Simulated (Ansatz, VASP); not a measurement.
# InAs: VASP beside Ansatz

```
In As
1.0
     0.00000    2.66986    2.66986
     2.66986    0.00000    2.66986
     2.66986    2.66986    0.00000
In As
1 1
Cartesian
  0.0000 0.0000 0.0000
  2.6699 2.6699 2.6699
```

Change from the starting cell: volume scaled by 0.8, PAW files, ecut 800.

Alike in both runs: task single point; functional PBE; k mesh 13 × 13 × 13; occupations fermi-dirac, width 0.1 eV; no spin polarisation.

```csv
,VASP,Ansatz
version,VASP 6.6.1,Ansatz 0.2.0
potentials or method,"VASP PAW PBE potentials, release 64 (In_d, As)","PAW with Ansatz's default frozen-core files, scalar-relativistic"
plane-wave cutoff (eV),520,800
valence electrons in the cell,18,28
```

|  | VASP | Ansatz | Ansatz less VASP |
| --- | --- | --- | --- |
| pressure (GPa) | 23.5 | 23.3 | -0.26 |

The two sets of potentials don't hold the same shells in valence.

Caveats: so large a pressure means that the cell lies far from this level's equilibrium, or that cutoff or potentials fall short (VASP).
